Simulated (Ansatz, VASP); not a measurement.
**KBr in VASP and in Ansatz**

The input INCAR:

```
PREC = Accurate
ENCUT = 520
EDIFF = 1E-6
ISMEAR = 0
SIGMA = 0.05
LREAL = False
LASPH = True
NELM = 100
ALGO = Normal
ISIF = 2
LWAVE = False
LCHARG = False
GGA = CA
NBANDS = 15
```

File KPOINTS:

```
regular mesh
0
Gamma
  6 6 6
```

File POSCAR:

```
KBr
1.0
   -0.0823125000      3.2925000000      3.2925000000
    3.2101875000      0.0000000000      3.2101875000
    3.2925000000      3.2925000000     -0.0823125000
K Br
1 1
Direct
    0.0000000000      0.0000000000      0.0000000000
    0.5000000000      0.5000000000      0.5000000000
```

Input for Ansatz:

```yaml
crystal:
  lattice:
    - [-0.0823125, 3.2925, 3.2925]
    - [3.2101875, 0.0, 3.2101875]
    - [3.2925, 3.2925, -0.0823125]
  atoms:
    - { symbol: K, position: [0.0, 0.0, 0.0] }
    - { symbol: Br, position: [0.5, 0.5, 0.5] }
basis:
  ecutwfc: 420
kpoints:
  mp_grid: { grid: [6, 6, 6] }
hamiltonian:
  xc: lda
scf:
  occupations: { method: gaussian, width: 0.05 }
output:
  forces: true
  stress: true
  eigenvalues: true
```

Change from the starting cell: strain -0.0500 x Voigt [0, 0, 0, 0, 1, 0], atoms carried along.

Alike in both runs: task single point; functional LDA; k mesh 6 × 6 × 6; occupations gaussian, width 0.05 eV; no spin polarisation.

|  | VASP | Ansatz |
| --- | --- | --- |
| version | VASP 6.6.1 | Ansatz 0.2.0 |
| potentials or method | VASP PAW LDA potentials, release 64 (K_sv, Br) | scalar-relativistic, plane waves, PAW |
| plane-wave cutoff (eV) | 520 | 420 |
| valence electrons in the cell | 16 | 16 |

|  | VASP | Ansatz | Ansatz less VASP |
| --- | --- | --- | --- |
| gap on the k mesh at the Fermi level (eV) | 3.99 | 3.98 | -0.008 |
| least direct gap on the mesh (eV) | 3.99 | 3.98 | -0.008 |
| pressure (GPa) | -1.5 | -1.6 | -0.04 |
| largest component of the traceless stress (GPa) | 0.28 | 0.29 | +0.003 |
